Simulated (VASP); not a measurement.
# ZnSn2N2 (P-4m2) in VASP: notebook

One crystal, ZnSn2N2, is run at these levels: PBE; tasks: single point.

Everything below comes from runs of VASP 6.6.1. Logs are shortened: lines on timing, memory, paths and dates and some standing lists are left out, and cuts for length are marked.

**1. The undisturbed crystal**

It takes space group P-4m2 (No. 115, tetragonal). The conventional cell has a = 3.352 Å, b = 3.352 Å, c = 8.064 Å, α = 90.00°, β = 90.00°, γ = 90.00°. Sn (site symmetry 2mm) has 2 N at 2.12 Å as nearest neighbours. Zn (site symmetry -4m2) has 4 N at 2.05 Å as nearest neighbours. N (site symmetry 2mm) is surrounded by 2 Zn at 2.05 Å and 2 Sn at 2.12 Å.

The cell comes from a database or a generator and needn't be the stable form of this composition.

**2. Single point, PBE**

INCAR

```
PREC     = Accurate       # precision mode
ENCUT    = 400            # plane-wave cutoff, eV
EDIFF    = 1E-7           # SCF threshold, eV
ISMEAR   = 0              # smearing method
SIGMA    = 0.05           # smearing width, eV
LREAL    = False          # projectors in reciprocal space
LASPH    = True           # aspherical terms in the spheres
NELM     = 100            # most SCF steps
ALGO     = Normal         # electronic algorithm
ISIF     = 2              # what is computed and relaxed
LWAVE    = False          # write WAVECAR
LCHARG   = False          # write CHGCAR
GGA      = PE             # functional
NBANDS   = 33             # bands
ADDGRID  = True
```

KPOINTS

```
Automatic mesh
0
Gamma
  5 5 2
```

POSCAR

```
ZnSn2N2
1.0
    3.3523260000      0.0000000000      0.0000000000
    0.0000000000      3.3523260000      0.0000000000
    0.0000000000      0.0000000000      8.0642090000
Sn Zn N
2 1 2
Direct
    0.4973440000      0.4812300000      0.3153800000
    0.4977480000      0.5263330000      0.6946440000
   -0.0161480000     -0.0098380000     -0.0046550000
   -0.0132420000      0.5408690000      0.8583280000
    0.4951850000     -0.0107610000      0.1447960000
```

Potentials or basis: VASP PAW PBE potentials, release 64 (Sn_d, Zn, N).

The run is started by

```sh
> cat potpaw_PBE.64/Sn_d/POTCAR potpaw_PBE.64/Zn/POTCAR potpaw_PBE.64/N/POTCAR > POTCAR
> mpirun -np 1 vasp_std > vasp.out
```

OUTCAR:

```text
PREC = Accurate
   ENCUT = 400
   EDIFF = 1E-7
   ISMEAR = 0
   LREAL = False
   LASPH = True
   NELM = 100
   ISIF = 2
   GGA = PE

 Found     26 irreducible k-points:

 Following reciprocal coordinates:
            Coordinates               Weight
  0.000000  0.000000  0.000000      1.000000
  0.200000  0.000000  0.000000      2.000000
  0.000000  0.200000  0.000000      2.000000
  0.400000  0.000000  0.000000      2.000000
  0.000000  0.400000  0.000000      2.000000
  0.200000  0.200000  0.000000      2.000000
   k-points           NKPTS =     26   k-points in BZ     NKDIM =     26   number of bands    NBANDS=     33
   number of dos      NEDOS =    301   number of ions     NIONS =      5
   total plane-waves  NPLWV =  31104
   dimension x,y,z NGX =    24 NGY =   24 NGZ =   54
   dimension x,y,z NGXF=    48 NGYF=   48 NGZF=  108
   ions per type =               2   1   2
   NGX,Y,Z   is equivalent  to a cutoff of  11.90, 11.90, 11.13 a.u.
   NGXF,Y,Z  is equivalent  to a cutoff of  23.80, 23.80, 22.26 a.u.
 SYSTEM =  unknown system
   PREC   = accura    normal or accurate (medium, high low for compatibility)
   ISTART =      0    job   : 0-new  1-cont  2-samecut
   ICHARG =      2    charge: 1-file 2-atom 10-const
   ISPIN  =      1    spin polarized calculation?
   LNONCOLLINEAR =      F non collinear calculations
   LSORBIT =      F    spin-orbit coupling
   LASPH  =      T    aspherical Exc in radial PAW
   ENCUT  =  400.0 eV  29.40 Ry    5.42 a.u.   5.47  5.47 13.15*2*pi/ulx,y,z
   NELM   =    100;   NELMIN=  2; NELMDL= -5     # of ELM steps
   EDIFF  = 0.1E-06   stopping-criterion for ELM
   LREAL  =      F    real-space projection
   EDIFFG = 0.1E-05   stopping-criterion for IOM
   NSW    =      0    number of steps for IOM
   IBRION =     -1    ionic relax: 0-MD 1-quasi-New 2-CG
   NFREE  =      0    steps in history (QN), initial steepest desc. (CG)
   ISIF   =      2    stress and relaxation
   ISYM   =      2    0-nonsym 1-usesym 2-fastsym
   POTIM  = 0.5000    time-step for ionic-motion
   TEBEG  =    0.0;   TEEND  =   0.0 temperature during run
   PSTRESS=    0.0 pullay stress
   NELECT =      50.0000    total number of electrons
   NUPDOWN=      -1.0000    fix difference up-down
   EMIN   =  10.00;   EMAX   =-10.00  energy-range for DOS
   EFERMI =   0.00;   METHOD = LEGACY
   ISMEAR =     0;   SIGMA  =   0.05  broadening in eV -4-tet -1-fermi 0-gaus
   EFERMI_NEDOS =   21; number of points for ismear=-14 and -15
   IALGO  =     38    algorithm
   IMIX   =      4    mixing-type and parameters
     AMIX     =   0.40;   BMIX     =  1.00
     AMIX_MAG =   1.60;   BMIX_MAG =  1.00
  volume/ion in A,a.u.               =      18.13       122.32
  Fermi-wavevector in a.u.,A,eV,Ry     =   1.342703  2.537341 24.529295  1.802852
  Thomas-Fermi vector in A             =   2.470836
   LORBIT       =      0    0 simple, 1 ext, 2 COOP (PROOUT), +10 PAW based schemes
   GGA     = PE    functional components
   LHFCALC =     F    Hartree Fock is set to
   AEXX    =    0.0000 exact exchange contribution
   IVDW    =     0    specifies the selected vdW correction
   LEPSILON=     F    determine dielectric tensor
   LRPA    =     F    only Hartree local field effects (RPA)
 non-spin polarized calculation
 Gauss-broadening in eV      SIGMA  =   0.05
  energy-cutoff  :      400.00
  volume of cell :       90.63
 maximum number of plane-waves:      1674
 NGX is ok and might be reduce to    24
   NGX = 11   NGY = 11   NGZ = 27

 number of electron      50.0000002 magnetization

 Free energy of the ion-electron system (eV)
  ---------------------------------------------------
  ext. energy  EPLUGINS =         0.00000000
  ---------------------------------------------------
  free energy    TOTEN  =       -24.01919989 eV

  energy without entropy =      -24.01511913  energy(sigma->0) =      -24.01715951

 E-fermi :   5.2503     XC(G=0): -10.2402

 val. band max:        5.2403723248   @ k =   0.0000   0.2000   0.0000
 cond. band min:       5.2581955443   @ k =   0.2000   0.0000   0.0000
 fundamental gap:      0.0178232196
 Fermi energy:         5.2503462071

 k-point     1 :       0.0000    0.0000    0.0000
  band No.  band energies     occupation
      1     -16.0909      2.00000
      2     -15.9992      2.00000
      3     -15.9518      2.00000
      4     -15.8977      2.00000
      5     -15.8671      2.00000
      6     -15.8162      2.00000
[... 25 lines left out ...]
     32      12.8768      0.00000
     33      13.2131      0.00000

 k-point     2 :       0.2000    0.0000    0.0000
  band No.  band energies     occupation
      1     -16.0590      2.00000
      2     -15.9597      2.00000
      3     -15.9570      2.00000
      4     -15.9117      2.00000
      5     -15.8648      2.00000
      6     -15.8329      2.00000
[... 25 lines left out ...]
     32      12.9831      0.00000
     33      13.9779      0.00000

 k-point     3 :       0.0000    0.2000    0.0000
  band No.  band energies     occupation
      1     -16.0544      2.00000
      2     -15.9736      2.00000
      3     -15.9290      2.00000
      4     -15.8959      2.00000
      5     -15.8876      2.00000
      6     -15.8319      2.00000
[... 25 lines left out ...]
     32      13.1539      0.00000
     33      14.1588      0.00000

 k-point     4 :       0.4000    0.0000    0.0000
  band No.  band energies     occupation
      1     -16.0639      2.00000
      2     -15.9920      2.00000
      3     -15.9098      2.00000
      4     -15.8665      2.00000
      5     -15.8551      2.00000
      6     -15.8476      2.00000
[... 25 lines left out ...]
     32      13.7015      0.00000
     33      13.8241      0.00000

 k-point     5 :       0.0000    0.4000    0.0000
  band No.  band energies     occupation
      1     -16.0091      2.00000
      2     -15.9606      2.00000
      3     -15.9371      2.00000
      4     -15.8930      2.00000
      5     -15.8855      2.00000
      6     -15.8545      2.00000
[... 25 lines left out ...]
     32      13.6790      0.00000
     33      13.8469      0.00000

 k-point     6 :       0.2000    0.2000    0.0000
  band No.  band energies     occupation
      1     -16.0255      2.00000
      2     -15.9456      2.00000
      3     -15.9264      2.00000
      4     -15.9036      2.00000
      5     -15.8795      2.00000
      6     -15.8496      2.00000
[... 25 lines left out ...]
     32      12.7630      0.00000
     33      14.5216      0.00000

 [... further k-points ...]
[... 5 lines left out ...]
  --------------------------------------------------------------------------------------
  -------------------------------------------------------------------------------------
  Total       -1.3436479     -0.6856935     -2.2504748     -0.0071373      2.0005658      0.1895551
  in kB      -23.7542755    -12.1223363    -39.7860183     -0.1261798     35.3678900      3.3511345
  external PRESSURE =     -25.2208767 kB  Pullay stress =       0.0000000 kB

 VOLUME and BASIS-vectors are now :
 -----------------------------------------------------------------------------
  energy-cutoff  :      400.00
  volume of cell :       90.63
      direct lattice vectors                 reciprocal lattice vectors
     3.352326000  0.000000000  0.000000000     0.298300344  0.000000000  0.000000000
     0.000000000  3.352326000  0.000000000     0.000000000  0.298300344  0.000000000
     0.000000000  0.000000000  8.064209000     0.000000000  0.000000000  0.124004723

 POSITION                                       TOTAL-FORCE (eV/Angst)
 -----------------------------------------------------------------------------------
      1.66726      1.61324      2.54329        -0.004483      0.226014     -0.803180
      1.66861      1.76444      5.60175        -0.367418      0.036634     -0.009062
      3.29819      3.31935      8.02667         0.212367      1.416334      1.118870
      3.30793      1.81317      6.92174         0.369505     -1.661425     -1.000296
      1.66002      3.31625      1.16767        -0.209971     -0.017557      0.693668
 -----------------------------------------------------------------------------------
    total drift:                               -0.000330      0.000105     -0.000067

  FREE ENERGIE OF THE ION-ELECTRON SYSTEM (eV)
  ---------------------------------------------------
  free  energy   TOTEN  =       -24.0191998916 eV

  energy  without entropy=      -24.0151191268  energy(sigma->0) =      -24.01715951
```

It took 53 s on 1 thread of AMD EPYC 7R13 (Zen 3), shared host; peak memory 0.23 GiB.

The run converged, but some of its settings lie outside the range that counts as converged, so its numbers aren't taken as properties of the crystal.

Results:

- Free energy: -24.0192 eV
- Largest force: 1.974 eV/Å
- Band gap on the k mesh: none (metal or under the smearing width)

Caveat: the k mesh is coarse (spacing up to 0.39 Å⁻¹), so the values aren't converged; the cutoff is under 1.25 times the usual one of these potentials, so pressure, stress and relaxed cells hold a basis-set (Pulay) error.

**3. Single point, PBE**

INCAR

```
PREC     = Normal         # precision mode
ENCUT    = 400            # plane-wave cutoff, eV
EDIFF    = 1E-4           # SCF threshold, eV
ISMEAR   = 0              # smearing method
SIGMA    = 0.05           # smearing width, eV
LREAL    = Auto         
LASPH    = True           # aspherical terms in the spheres
NELM     = 100            # most SCF steps
ALGO     = Normal         # electronic algorithm
ISIF     = 2              # what is computed and relaxed
LWAVE    = False          # write WAVECAR
LCHARG   = False          # write CHGCAR
GGA      = PE             # functional
NBANDS   = 33             # bands
ADDGRID  = False
```

KPOINTS is that of step 2.

POSCAR is that of step 2.

Potentials or basis: VASP PAW PBE potentials, release 64 (Sn_d, Zn, N).

The run is started by

```sh
> cat potpaw_PBE.64/Sn_d/POTCAR potpaw_PBE.64/Zn/POTCAR potpaw_PBE.64/N/POTCAR > POTCAR
> mpirun -np 1 vasp_std > vasp.out
```

OUTCAR:

```text
PREC = Normal
   ENCUT = 400
   EDIFF = 1E-4
   ISMEAR = 0
   LREAL = Auto
   LASPH = True
   NELM = 100
   ISIF = 2
   GGA = PE

 Found     26 irreducible k-points:

 Following reciprocal coordinates:
            Coordinates               Weight
  0.000000  0.000000  0.000000      1.000000
  0.200000  0.000000  0.000000      2.000000
  0.000000  0.200000  0.000000      2.000000
  0.400000  0.000000  0.000000      2.000000
  0.000000  0.400000  0.000000      2.000000
  0.200000  0.200000  0.000000      2.000000
   k-points           NKPTS =     26   k-points in BZ     NKDIM =     26   number of bands    NBANDS=     33
   number of dos      NEDOS =    301   number of ions     NIONS =      5
   total plane-waves  NPLWV =  10240
   dimension x,y,z NGX =    16 NGY =   16 NGZ =   40
   dimension x,y,z NGXF=    32 NGYF=   32 NGZF=   80
   ions per type =               2   1   2
   NGX,Y,Z   is equivalent  to a cutoff of   7.93,  7.93,  8.25 a.u.
   NGXF,Y,Z  is equivalent  to a cutoff of  15.87, 15.87, 16.49 a.u.
 SYSTEM =  unknown system
   PREC   = normal    normal or accurate (medium, high low for compatibility)
   ISTART =      0    job   : 0-new  1-cont  2-samecut
   ICHARG =      2    charge: 1-file 2-atom 10-const
   ISPIN  =      1    spin polarized calculation?
   LNONCOLLINEAR =      F non collinear calculations
   LSORBIT =      F    spin-orbit coupling
   LASPH  =      T    aspherical Exc in radial PAW
   ENCUT  =  400.0 eV  29.40 Ry    5.42 a.u.   5.47  5.47 13.15*2*pi/ulx,y,z
   NELM   =    100;   NELMIN=  2; NELMDL= -5     # of ELM steps
   EDIFF  = 0.1E-03   stopping-criterion for ELM
   LREAL  =      T    real-space projection
   EDIFFG = 0.1E-02   stopping-criterion for IOM
   NSW    =      0    number of steps for IOM
   IBRION =     -1    ionic relax: 0-MD 1-quasi-New 2-CG
   NFREE  =      0    steps in history (QN), initial steepest desc. (CG)
   ISIF   =      2    stress and relaxation
   ISYM   =      2    0-nonsym 1-usesym 2-fastsym
   POTIM  = 0.5000    time-step for ionic-motion
   TEBEG  =    0.0;   TEEND  =   0.0 temperature during run
   PSTRESS=    0.0 pullay stress
   NELECT =      50.0000    total number of electrons
   NUPDOWN=      -1.0000    fix difference up-down
   EMIN   =  10.00;   EMAX   =-10.00  energy-range for DOS
   EFERMI =   0.00;   METHOD = LEGACY
   ISMEAR =     0;   SIGMA  =   0.05  broadening in eV -4-tet -1-fermi 0-gaus
   EFERMI_NEDOS =   21; number of points for ismear=-14 and -15
   IALGO  =     38    algorithm
   IMIX   =      4    mixing-type and parameters
     AMIX     =   0.40;   BMIX     =  1.00
     AMIX_MAG =   1.60;   BMIX_MAG =  1.00
  volume/ion in A,a.u.               =      18.13       122.32
  Fermi-wavevector in a.u.,A,eV,Ry     =   1.342703  2.537341 24.529295  1.802852
  Thomas-Fermi vector in A             =   2.470836
   LORBIT       =      0    0 simple, 1 ext, 2 COOP (PROOUT), +10 PAW based schemes
   GGA     = PE    functional components
   LHFCALC =     F    Hartree Fock is set to
   AEXX    =    0.0000 exact exchange contribution
   IVDW    =     0    specifies the selected vdW correction
   LEPSILON=     F    determine dielectric tensor
   LRPA    =     F    only Hartree local field effects (RPA)
 non-spin polarized calculation
 Gauss-broadening in eV      SIGMA  =   0.05
  energy-cutoff  :      400.00
  volume of cell :       90.63
 maximum number of plane-waves:      1674
   NGX = 11   NGY = 11   NGZ = 27

 number of electron      49.9999994 magnetization

 Free energy of the ion-electron system (eV)
  ---------------------------------------------------
  ext. energy  EPLUGINS =         0.00000000
  ---------------------------------------------------
  free energy    TOTEN  =       -24.02645031 eV

  energy without entropy =      -24.02237530  energy(sigma->0) =      -24.02441280

 E-fermi :   5.2519     XC(G=0): -10.2407

 val. band max:        5.2422375868   @ k =   0.0000   0.2000   0.0000
 cond. band min:       5.2598000246   @ k =   0.2000   0.0000   0.0000
 fundamental gap:      0.0175624378
 Fermi energy:         5.2518641689

 k-point     1 :       0.0000    0.0000    0.0000
  band No.  band energies     occupation
      1     -16.0887      2.00000
      2     -15.9968      2.00000
      3     -15.9497      2.00000
      4     -15.8956      2.00000
      5     -15.8647      2.00000
      6     -15.8140      2.00000
[... 25 lines left out ...]
     32      12.8781      0.00000
     33      13.2150      0.00000
[... 149 lines left out ...]
      3     -15.9241      2.00000
      4     -15.9015      2.00000
      5     -15.8772      2.00000
      6     -15.8474      2.00000
[... 25 lines left out ...]
     32      12.7629      0.00000
     33      14.5333      0.00000

 [... further k-points ...]
[... 5 lines left out ...]
  --------------------------------------------------------------------------------------
  -------------------------------------------------------------------------------------
  Total       -1.3881566     -0.7635008     -2.3545128      0.0019400      1.9912319      0.1926357
  in kB      -24.5411434    -13.4978871    -41.6253003      0.0342975     35.2028774      3.4055964
  external PRESSURE =     -26.5547769 kB  Pullay stress =       0.0000000 kB

 VOLUME and BASIS-vectors are now :
 -----------------------------------------------------------------------------
  energy-cutoff  :      400.00
  volume of cell :       90.63
      direct lattice vectors                 reciprocal lattice vectors
     3.352326000  0.000000000  0.000000000     0.298300344  0.000000000  0.000000000
     0.000000000  3.352326000  0.000000000     0.000000000  0.298300344  0.000000000
     0.000000000  0.000000000  8.064209000     0.000000000  0.000000000  0.124004723

 POSITION                                       TOTAL-FORCE (eV/Angst)
 -----------------------------------------------------------------------------------
      1.66726      1.61324      2.54329        -0.002356      0.219053     -0.798590
      1.66861      1.76444      5.60175        -0.365890      0.041066     -0.006544
      3.29819      3.31935      8.02667         0.210767      1.416107      1.122122
      3.30793      1.81317      6.92174         0.368921     -1.658750     -0.999795
      1.66002      3.31625      1.16767        -0.211442     -0.017475      0.682807
 -----------------------------------------------------------------------------------
    total drift:                                0.017441      0.016533      0.024086

  FREE ENERGIE OF THE ION-ELECTRON SYSTEM (eV)
  ---------------------------------------------------
  free  energy   TOTEN  =       -24.0264503100 eV

  energy  without entropy=      -24.0223752973  energy(sigma->0) =      -24.02441280
```

OSZICAR:

```text
N       E                     dE             d eps       ncg     rms          rms(c)
DAV:   1     0.444815353699E+03    0.44482E+03   -0.21557E+04  1756   0.195E+03
DAV:   2     0.397576257189E+02   -0.40506E+03   -0.38742E+03  1748   0.483E+02
DAV:   3    -0.255047989786E+02   -0.65262E+02   -0.63393E+02  2015   0.178E+02
DAV:   4    -0.287960097185E+02   -0.32912E+01   -0.32724E+01  2045   0.441E+01
DAV:   5    -0.288759853205E+02   -0.79976E-01   -0.79904E-01  2022   0.709E+00    0.147E+01
DAV:   6    -0.243029302454E+02    0.45731E+01   -0.21404E+01  2800   0.611E+01    0.784E+00
DAV:   7    -0.240696756601E+02    0.23325E+00   -0.49997E+00  1937   0.138E+01    0.535E+00
DAV:   8    -0.240501527439E+02    0.19523E-01   -0.85429E-01  2541   0.825E+00    0.205E+00
DAV:   9    -0.240265567442E+02    0.23596E-01   -0.13018E-01  2332   0.518E+00    0.383E-01
DAV:  10    -0.240263515336E+02    0.20521E-03   -0.17758E-02  2173   0.127E+00    0.233E-01
DAV:  11    -0.240264543137E+02   -0.10278E-03   -0.21748E-03  2252   0.328E-01    0.132E-01
DAV:  12    -0.240264503100E+02    0.40036E-05   -0.69542E-04  2151   0.234E-01
   1 F= -.24026450E+02 E0= -.24024413E+02  d E =-.407501E-02
```

stdout:

```text
POSCAR found type information on POSCAR SnZnN
 POSCAR found :  3 types and       5 ions
 scaLAPACK will be used
 -----------------------------------------------------------------------------
|                                                                             |
|                                                                             |
|     You have a (more or less) 'small supercell' and for smaller cells       |
|     it is recommended to use the reciprocal-space projection scheme!        |
|     The real-space optimization is not efficient for small cells and it     |
|     is also less accurate ...                                               |
|     Therefore, set LREAL=.FALSE. in the INCAR file.                         |
|                                                                             |
 -----------------------------------------------------------------------------

 LDA part: xc-table for (Slater+PW92), standard interpolation
 POSCAR, INCAR and KPOINTS ok, starting setup
 FFT: planning ... GRIDC
 FFT: planning ... GRID_SOFT
 FFT: planning ... GRID
 WAVECAR not read
 entering main loop
```

Wall time 19 s (1 thread of AMD EPYC 7R13 (Zen 3), shared host); peak memory 0.12 GiB.

The run converged, but some of its settings lie outside the range that counts as converged, so its numbers aren't taken as properties of the crystal.

Results:

| Item | Value |
| --- | --- |
| Free energy | -24.0265 eV |
| Largest force | 1.972 eV/Å |
| Band gap on the k mesh | none (metal or under the smearing width) |

Caveat: the k mesh is coarse (spacing up to 0.39 Å⁻¹), so the values aren't converged; the cutoff is under 1.25 times the usual one of these potentials, so pressure, stress and relaxed cells hold a basis-set (Pulay) error.
